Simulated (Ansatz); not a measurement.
Set up this calculation in Ansatz 0.2.0, as the native input.

```
Task                : relaxation of cell and atoms
Functional          : m-r2SCAN
Potentials or basis : Ansatz PAW
Cutoff              : 500 eV (not typed: the program's choice for these potentials)
k mesh              : 10 × 10 × 10
Occupations         : fermi-dirac, width 0.1 eV
Spin                : no spin polarisation
```

The system is HfC.

```
CELL_PARAMETERS angstrom
0.00000 2.32500 2.32500
2.32500 0.00000 2.32500
2.32500 2.32500 0.00000
ATOMIC_POSITIONS crystal
Hf 0.50000 0.50000 0.50000
C 0.00000 0.00000 0.00000
```

These files were run (other wordings do the same):

input.yaml

```yaml
crystal:
  lattice:
    - [0.0, 2.325, 2.325]
    - [2.325, 0.0, 2.325]
    - [2.325, 2.325, 0.0]
  atoms:
    - { symbol: Hf, position: [0.5, 0.5, 0.5] }
    - { symbol: C, position: [0.0, 0.0, 0.0] }
hamiltonian:
  xc: mr2scan
  pseudopotentials: { kind: paw, core: large }
kpoints:
  mp_grid: { grid: [10, 10, 10] }
scf:
  occupations: { method: fermi_dirac, width: 0.1 }
output:
  forces: true
  stress: true
  write_density: true
  write_potential: true
  elf: true
  volumetric_format: npy
relax:
  f_tol: 0.01
  max_steps: 40
  cell: { stress_tol: 0.05 }
```

Potentials or basis: Ansatz PAW.

The run is started by

```console
$ ansatz run input.yaml --threads 1 --pin off --max-ram 2560MiB --backend cpu --events-out ev --progress --plain --runs-dir out
```

It gave:

| Property | Result |
| --- | --- |
| Relaxed volume | 12.50 Å³/atom |
| Relaxed cell | a = 3.282 Å, b = 3.282 Å, c = 3.282 Å, α = 60.00°, β = 60.00°, γ = 60.00° |
| Space group after relaxing (to 0.05 Å) | Fm-3m (No. 225) |
| Energy gained by relaxing | 0.3 meV/atom |
| Ionic steps | 4 |
| Pressure after relaxing | 0.0 GPa |
| Band gap on the k mesh | none (metal or under the smearing width) |

Caveat: the plane-wave basis is chosen anew once the cell has moved, so the energies of steps on either side of that aren't comparable; the PAW data sets come from PBE, with cores solved anew for the run's functional, which leaves a small shift of forces and pressure.

Run time: 12 s on 1 thread of Arm Neoverse V2, on a shared host, peak memory 0.38 GiB.
